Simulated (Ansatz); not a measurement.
A run of Ansatz 0.2.0:

The input input.yaml:

```yaml
crystal:
  lattice:
    - [0.0, 2.702, 2.702]
    - [2.702, 0.0, 2.702]
    - [2.702, 2.702, 0.0]
  atoms:
    - { symbol: Zn, position: [0.75, 0.75, 0.75] }
    - { symbol: S, position: [0.0, 0.0, 0.0] }
kpoints:
  mp_grid: { grid: [9, 9, 9] }
  band_path:
    path:
      - [0.0, 0.0, 0.0]
      - [0.5, 0.0, 0.5]
      - [0.5, 0.25, 0.75]
      - [0.375, 0.375, 0.75]
      - [0.0, 0.0, 0.0]
      - [0.5, 0.5, 0.5]
      - [0.625, 0.25, 0.625]
      - [0.5, 0.25, 0.75]
    npoints: 10
scf:
  occupations: { method: fermi_dirac, width: 0.05 }
hamiltonian:
  xc: lda
  pseudopotentials: { kind: all_electron, lapw: { basis_error: 0.001 } }
output:
  forces: true
  stress: true
  eigenvalues: true
```

Potentials or basis: all-electron LAPW, scalar-relativistic.

The run is started by

```sh
$ ansatz run input.yaml --threads 1 --pin off --max-ram 3072MiB --backend cpu --events-out ev --progress --plain --runs-dir out
```

Hardware: 1 thread of AMD EPYC 7R43 64-Core Processor (Zen 3), on a shared host.

How long does it take, and how much memory?

It took 15 s on 1 thread of AMD EPYC 7R43 64-Core Processor (Zen 3) (shared host), peak memory 0.31 GiB. Counts: scf iterations 7, plane waves 411, k points 35, bands 21.
